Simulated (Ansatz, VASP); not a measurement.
# TiH2 in VASP and in Ansatz

```
Ti H
1.0
     0.00000    2.21580    2.21580
     2.21580    0.00000    2.21580
     2.21580    2.21580    0.00000
Ti H
1 2
Direct
  0.00000 0.00000 0.00000
  0.17948 0.17948 0.32052
  0.67948 0.67948 0.82052
```

Change from the starting cell: all H atoms moved +0.312 Å, as atom 2 towards its neighbour atom 3 (H) at 2.216 Å.

Alike in both runs: task single point; functional PBEsol; k mesh 18 × 18 × 18; occupations gaussian, width 0.15 eV; no spin polarisation.

|  | VASP | Ansatz |
| --- | --- | --- |
| version | VASP 6.6.1 | Ansatz 0.2.0 |
| potentials or method | VASP PAW PBE potentials, release 64 (Ti_sv, H) | scalar-relativistic, plane waves, PAW |
| plane-wave cutoff (eV) | 520 | 420 |
| valence electrons in the cell | 14 | 14 |

Ansatz gave:

```
gap on the k mesh at the Fermi level (eV)       : none
pressure (GPa)                                  : 0.8
largest component of the traceless stress (GPa) : 2.08
rms of the force components (eV/Å)              : 1.072
```

Q: Estimate VASP's values.

A: gap on the k mesh at the Fermi level (eV): none; pressure (GPa): 0.8; largest component of the traceless stress (GPa): 2.12; rms of the force components (eV/Å): 1.075.

Atom by atom the forces differ by 0.002 eV/Å (rms over components). A gap of «none» marks a metal or a gap that the smearing closes.

Caveats: the PAW data sets were made with another functional, which shifts forces and pressure a little (VASP).
